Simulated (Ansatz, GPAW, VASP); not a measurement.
**One calculation of Ti, 3 ways**

```
Ti
1.0
     2.95000    0.00000    0.00000
    -1.47500    2.55477    0.00000
     0.00000    0.00000    4.68000
Ti
2
Cartesian
  1.4750 0.8516 3.5100
  0.0000 1.7032 1.1700
```

Alike in all runs: task single point; functional PBE; k mesh 10 × 10 × 6; occupations gaussian, width 0.05 eV; no spin polarisation; no spin-orbit coupling. Pressure is positive in compression and, in plane waves, holds the error of the finite cutoff.

| program and potentials | plane-wave cutoff (eV) | notes | pressure (GPa) |
| --- | --- | --- | --- |
| Ansatz, all-electron LAPW, scalar-relativistic | - | - | -1.45 |
| VASP, PBE PAW files Ti_sv, release 54, 520 eV | 520 | - | ? |
| GPAW, GPAW PAW data sets (gpaw-data 1.2.1) | 600 | - | -2.00 |

**Question.** Estimate from the other rows what the run with VASP, PBE PAW files Ti_sv, release 54, 520 eV gave.

**Answer.** Pressure -1.68 GPa. The other rows, which needn't bracket it: pressure -2.00 to -1.45.
